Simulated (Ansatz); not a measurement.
**One structure, 3 elements: CsCl, CsBr, CsI**

Plane-wave DFT in Ansatz with scalar-relativistic PAW potentials, cutoff 420 eV, Γ-centred meshes chosen by cell and gap, Gaussian smearing with energies taken to zero width. Every cell was relaxed (cell and atoms) in a run of its own, within the symmetry of its start. Functional: PBEsol.

All members share space group Pm-3m and the same sites; only the element on one set of sites changes (Cl, Br, I). Members needn't be the stable form of their composition. Energies over the elements, where given, are against the elements' standard states in the same functional (H₂, N₂, O₂ and halogens uncorrected, Hg as a solid). The first member:

Space group Pm-3m (No. 221). a = 4.065 Å, b = 4.065 Å, c = 4.065 Å, α = 90.00°, β = 90.00°, γ = 90.00°
```
atom site symmetry x y z
  Cs    1a m-3m  0.0000  0.0000  0.0000
  Cl    1b m-3m  0.5000  0.5000  0.5000
```

Q: How do size, gap and binding change down the group?

A:
| compound | V (Å³/atom) | a (Å) | gap on mesh (eV) | energy over elements (eV/atom) |
| --- | --- | --- | --- | --- |
| CsCl | 33.59 | 4.065 | 5.22 | -2.008 |
| CsBr | 38.12 | 4.240 | 4.45 | -1.782 |
| CsI | 45.66 | 4.503 | 3.85 | -1.545 |

Over the series the volume grows at each step down the group; the gap narrows; binding against the elements weakens. The p levels of the anion rise down the group and lift the valence band, the usual cause of such narrowing. Less electronegative, larger anions gain less from charge transfer and lattice energy, in line with the weaker binding.

Spin-orbit coupling is left out, which matters for the bands of heavy elements.